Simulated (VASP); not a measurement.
Ag, 1 atom in the cell. Symmetry: Im-3m, No. 229, cubic system. The conventional cell has a = 3.341 Å, b = 3.341 Å, c = 3.341 Å, α = 90.00°, β = 90.00°, γ = 90.00°. Ag (site symmetry m-3m) has 8 Ag at 2.89 Å as nearest neighbours. This isn't the form of Ag at room conditions, which is fcc.

* Program: VASP 6.6.1
* Task: single point
* Functional: revPBE
* Potentials or basis: VASP PAW PBE potentials, release 64 (Ag)
* Cutoff: 520 eV
* k mesh: 22 × 22 × 22
* Occupations: fermi-dirac, width 0.1 eV
* Spin: no spin polarisation
* Dipole correction: no
* Further INCAR settings: ALGO = Fast; EDIFF = 1e-07; NBANDS = 12

Potentials or basis: VASP PAW PBE potentials, release 64 (Ag).

Command:

```console
$ cat potpaw_PBE.64/Ag/POTCAR > POTCAR
$ mpirun -np 1 vasp_std > vasp.out
```

Hardware: 1 thread of Intel(R) Xeon(R) Platinum 8488C (Sapphire Rapids) (shared host).

**Question.** Estimate the wall time of this run.

**Answer.** It took 29 s on 1 thread of Intel(R) Xeon(R) Platinum 8488C (Sapphire Rapids), with other jobs on the host, peak memory 0.19 GiB. Counts: scf iterations 12, k points 328.
